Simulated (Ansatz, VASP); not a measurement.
**Tl in VASP and in Ansatz**

File INCAR:

```
PREC = Accurate
ENCUT = 520
EDIFF = 1E-6
ISMEAR = -1
SIGMA = 0.1
LREAL = False
LASPH = True
NELM = 100
ALGO = Fast
ISIF = 2
LWAVE = False
LCHARG = False
GGA = PS
NBANDS = 20
```

Contents of KPOINTS:

```
Automatic mesh
0
Gamma
  12 12 6
```

The input POSCAR:

```
Tl
1.0
    3.4759623566      0.0000000000      0.0000000000
   -1.7379811783      3.0102717034      0.0000000000
    0.0000000000      0.0000000000      5.4882242625
Tl
2
Direct
    0.3333333333      0.6666666667      0.2500000000
    0.6666666667      0.3333333333      0.7500000000
```

Input for Ansatz:

```yaml
crystal:
  lattice:
    - [3.47596235662, 0.0, 0.0]
    - [-1.73798117831, 3.01027170343, 0.0]
    - [0.0, 0.0, 5.48822426248]
  atoms:
    - { symbol: Tl, position: [0.333333333333, 0.666666666667, 0.25] }
    - { symbol: Tl, position: [0.666666666667, 0.333333333333, 0.75] }
kpoints:
  mp_grid: { grid: [12, 12, 6] }
scf:
  occupations: { method: fermi_dirac, width: 0.1 }
hamiltonian:
  xc: pbesol
  pseudopotentials: { kind: all_electron, lapw: { basis_error: 0.001 } }
output:
  forces: true
  stress: true
  eigenvalues: true
  eigenstates:
    nscf_kmesh: { grid: [20, 20, 12] }
    de_dk: true
    e_range: [-14, 14]
  optics:
    e_range: [0, 30]
    de: 0.2
    sigma: 0.2
    bands: { spectra_wanted_up_to: 30 }
    nscf_kmesh: { grid: [20, 20, 12] }
    drude_damping: 0.03
checkpoint:
  write: ck
  write_wavefunctions: false
```

Alike in both runs: task single point; functional PBEsol; k mesh 12 × 12 × 6; occupations fermi-dirac, width 0.1 eV; no spin polarisation.

|  | VASP | Ansatz |
| --- | --- | --- |
| version | VASP 6.6.1 | Ansatz 0.2.0 |
| potentials or method | VASP PAW PBE potentials, release 64 (Tl_d) | all-electron LAPW, scalar-relativistic |
| plane-wave cutoff (eV) | 520 | see its input |

```tsv
	VASP	Ansatz	Ansatz less VASP
pressure (GPa)	-0.1	0.0	+0.07
```

Ansatz ran all-electron here, so the differences hold the error of VASP's frozen core and of both bases. Ansatz warned: «optics_on_partly_filled_bands».

Caveats: the PAW data sets were made with another functional, which shifts forces and pressure a little (VASP). Spin-orbit coupling is left out, which matters for the levels of Tl.
